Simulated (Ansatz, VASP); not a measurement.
## AgCl: VASP beside Ansatz

```
Ag Cl
1.0
     3.41093    0.00000    0.00000
     0.00000    3.41093    0.00000
     0.00000    0.00000    3.41093
Ag Cl
1 1
Direct
  0.00000 0.00000 0.00000
  0.50000 0.50000 0.50000
```

Change from the starting cell: volume scaled by 0.98.

Alike in both runs: task single point; functional PBE; k mesh 8 × 8 × 8; occupations fermi-dirac, width 0.05 eV; no spin polarisation.

|  | VASP | Ansatz |
| --- | --- | --- |
| version | VASP 6.6.1 | Ansatz 0.2.0 |
| potentials or method | VASP PAW PBE potentials, release 64 (Ag, Cl) | Ansatz PAW |
| plane-wave cutoff (eV) | 520 | 420 |
| valence electrons in the cell | 18 | 26 |

```tsv
	VASP	Ansatz	Ansatz less VASP
gap on the k mesh at the Fermi level (eV)	0.58	0.58	0.000
least direct gap on the mesh (eV)	2.15	2.15	-0.001
pressure (GPa)	0.7	0.9	+0.14
```

The two sets of potentials don't hold the same shells in valence.

A k mesh can miss the band edges.
